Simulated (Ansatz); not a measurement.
**Cu under pressure**

Method: DFT PBE, scalar-relativistic, plane waves, PAW (Ansatz 0.2.0). Plane waves to 420 eV; Γ-centred k mesh 18×18×10; Fermi-Dirac smearing of 0.15 eV. No spin polarisation. Phonons by linear response, acoustic sum rule imposed.

The cell, relaxed at this level:
```
Cu
1.0
     2.56426    0.00000    0.00000
    -1.28213    2.22071    0.00000
     0.00000    0.00000    4.20697
Cu
2
Direct
  0.33333 0.66667 0.25000
  0.66667 0.33333 0.75000
```

In a metal, frequencies and elastic constants depend on the k mesh and the smearing, soft modes and shear constants most.

**Question.** The cell is relaxed again at 7 and 18 and 35 GPa. How do volume, gap and optical modes at Γ (cm⁻¹, counted from the lowest optical one; a degenerate one stands once) change?

**Answer.**
```csv
,0 GPa,7 GPa,18 GPa,35 GPa
V/V0,1.000,0.956,0.905,0.847
gap (eV),0.00,0.00,0.00,0.00
mode 1,104,112,123,137
mode 3,240,266,300,342
```

This form isn't the element's structure at ambient conditions.

Cost: 4 runs of about 3.7 core-minutes in all, on AMD EPYC 7R43 (Zen 3) (shared hosts).